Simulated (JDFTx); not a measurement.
A run of JDFTx 1.7.0 (patched build) is set up as follows.

Contents of ZnS.in:

```
lattice \
    0.0000000000     2.7020000000     2.7020000000 \
    2.7020000000     0.0000000000     2.7020000000 \
    2.7020000000     2.7020000000     0.0000000000
latt-scale 1.889726124626 1.889726124626 1.889726124626
coords-type Lattice
ion Zn     0.7500000000     0.7500000000     0.7500000000 1
ion S      0.0000000000     0.0000000000     0.0000000000 1

ion-species pseudo/Zn.upf
ion-species pseudo/S.upf
elec-cutoff 40 320
elec-ex-corr mgga-x-r2scan mgga-c-r2scan
kpoint-folding 6 6 6
elec-smearing Fermi 0.0018374661
elec-n-bands 19
electronic-SCF nIterations 100 energyDiffThreshold 1e-09
electronic-minimize nIterations 30 energyDiffThreshold 1e-7
converge-empty-states yes
forces-output-coords Cartesian

dump-name run.$VAR
dump End Ecomponents EigStats BandEigs Kpoints Forces Stress ElecDensity KEdensity
```

Potentials or basis: SG15-PBE-1.2.

Launch:

```console
$ jdftx -c 1 -i ZnS.in -o ZnS.out
```

Question: Estimate the band gap on the k mesh.

Answer: 2.62 eV, direct.

Question: Predict the pressure.

Answer: 0.0 GPa.

Caveat: the k mesh is coarse; the potentials were made for another functional, which shifts forces and pressure.

**Experimental background.**

“Electronic, vibrational, and thermodynamic properties of ZnS (zincblende and rocksalt structure)”, 2009, arxiv:0911.5022 quotes, for a bulk crystal of ZnS at 19 K: band gap 3.85 eV (direct).

Measured gap of ZnS: 3.85 eV (direct; 19 K; quoted in “Electronic, vibrational, and thermodynamic properties of ZnS (zincblende and rocksalt structure)”, 2009, arxiv:0911.5022). This calculation gives 2.62 eV (-1.23 eV). The value is that of r2SCAN, without temperature or zero-point motion.
